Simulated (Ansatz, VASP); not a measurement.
# One calculation of Ti, two programs

Contents of INCAR:

```
PREC     = Accurate       # precision mode
ENCUT    = 520            # plane-wave cutoff, eV
EDIFF    = 1E-8           # SCF threshold, eV
ISMEAR   = -1             # smearing method
SIGMA    = 0.05           # smearing width, eV
LREAL    = False          # projectors in reciprocal space
LASPH    = True           # aspherical terms in the spheres
NELM     = 100            # most SCF steps
ALGO     = Normal         # electronic algorithm
ISIF     = 2              # what is computed and relaxed
LWAVE    = False          # write WAVECAR
LCHARG   = False          # write CHGCAR
GGA      = CA             # functional
LEFG     = True         
NBANDS   = 12             # bands
```

The input KPOINTS:

```
regular mesh
0
Gamma
  15 15 15
```

Contents of POSCAR:

```
Ti
1.0
   -0.0406000000      2.0097000000      2.0097000000
    2.0097000000     -0.0406000000      2.0097000000
    2.0097000000      2.0097000000     -0.0406000000
Ti
1
Direct
    0.0000000000      0.0000000000      0.0000000000
```

Input for Ansatz:

```yaml
crystal:
  lattice:
    - [-0.0406, 2.0097, 2.0097]
    - [2.0097, -0.0406, 2.0097]
    - [2.0097, 2.0097, -0.0406]
  atoms:
    - { symbol: Ti, position: [0.0, 0.0, 0.0] }
kpoints:
  mp_grid: { grid: [15, 15, 15] }
scf:
  occupations: { method: fermi_dirac, width: 0.05 }
hamiltonian:
  xc: lda
  pseudopotentials: { kind: paw }
output:
  forces: true
  stress: true
  eigenvalues: true
  efg: { contact_densities: true }
```

Change from the starting cell: equal xy, yz and zx shear strains of -2 %, PAW files.

Alike in both runs: task electric field gradients; functional LDA; k mesh 15 × 15 × 15; occupations fermi-dirac, width 0.05 eV; no spin polarisation.

|  | VASP | Ansatz |
| --- | --- | --- |
| version | VASP 6.6.1 | Ansatz 0.2.0 |
| potentials or method | VASP PAW LDA potentials, release 64 (Ti_sv) | PAW with Ansatz's default frozen-core files, scalar-relativistic |
| plane-wave cutoff (eV) | 520 | 420 |
| valence electrons in the cell | 12 | 12 |

VASP gave:

```
pressure (GPa)                                                 : -4.9
largest component of the traceless stress (GPa)                : 1.02
Vzz of the field gradient on the site that differs most (V/Å²) : 9.1
```

Task: Estimate Ansatz's values.

Result: Pressure (GPa): -4.8; largest component of the traceless stress (GPa): 1.03; Vzz of the field gradient on the site that differs most (V/Å²): 9.3.
